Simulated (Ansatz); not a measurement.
Starting structure of a cell relaxation (symmetry kept):

```
C
1.0
     1.26105    0.72807   14.41500
    -1.26105    0.72807   14.41500
     0.00000   -1.45614   14.41500
C
14
Direct
  0.01786 0.01786 0.01786
  0.98214 0.98214 0.98214
  0.17262 0.17262 0.17262
  0.82738 0.82738 0.82738
  0.20833 0.20833 0.20833
  0.79167 0.79167 0.79167
  0.26786 0.26786 0.26786
  0.73214 0.73214 0.73214
  0.30357 0.30357 0.30357
  0.69643 0.69643 0.69643
  0.41071 0.41071 0.41071
  0.58929 0.58929 0.58929
  0.44643 0.44643 0.44643
  0.55357 0.55357 0.55357
```

The calculation used DFT PBE, scalar-relativistic, plane waves, PAW in Ansatz.

Plane waves to 420 eV, a k mesh through Γ of 12×12×12 on the computed 14-atom cell and Gaussian smearing (0.02 eV); no spin polarisation.

**Question.** What does it relax to?

**Answer.** The volume increases by 0.03 Å³/atom to 5.70 Å³/atom, and the energy falls by 1.4 meV/atom. Final structure:
```xyz
14
Lattice="1.2606 0.7278 14.4911 -1.2606 0.7278 14.4911 0.0000 -1.4556 14.4911" Properties=species:S:1:pos:R:3 pbc="T T T"
C     0.0000    0.0000    0.7732
C     0.0000    0.0000   42.7002
C     0.0000    0.0000    7.5036
C     0.0000    0.0000   35.9697
C     0.0000    0.0000    9.0488
C     0.0000    0.0000   34.4245
C     0.0000    0.0000   11.6566
C     0.0000    0.0000   31.8167
C     0.0000    0.0000   13.2020
C     0.0000    0.0000   30.2714
C     0.0000    0.0000   17.8447
C     0.0000    0.0000   25.6287
C     0.0000    0.0000   19.4143
C     0.0000    0.0000   24.0590
```

Course of the relaxation (steps run on the plane waves of an earlier cell, and the basis is chosen afresh near the end, so energy and pressure can step there; trial steps that raised the energy were taken back; energies are free energies):

```csv
step,E − E_final (meV/atom),largest force component (eV/Å),P (GPa),V (Å³/atom)
1,1.4,0.327,2.03,5.67
2,0.4,0.314,0.72,5.69
3,0.2,0.157,0.25,5.69
4,0.2,0.001,-0.01,5.70
5,0.0,0.002,0.04,5.70
6,0.0,0.000,0.00,5.70
7,0.0,0.000,0.00,5.70
```

Cost: 1 run of about 11 core-minutes, on Intel Xeon Processor @ 2.50GHz (Skylake/Cascade Lake) (shared hosts).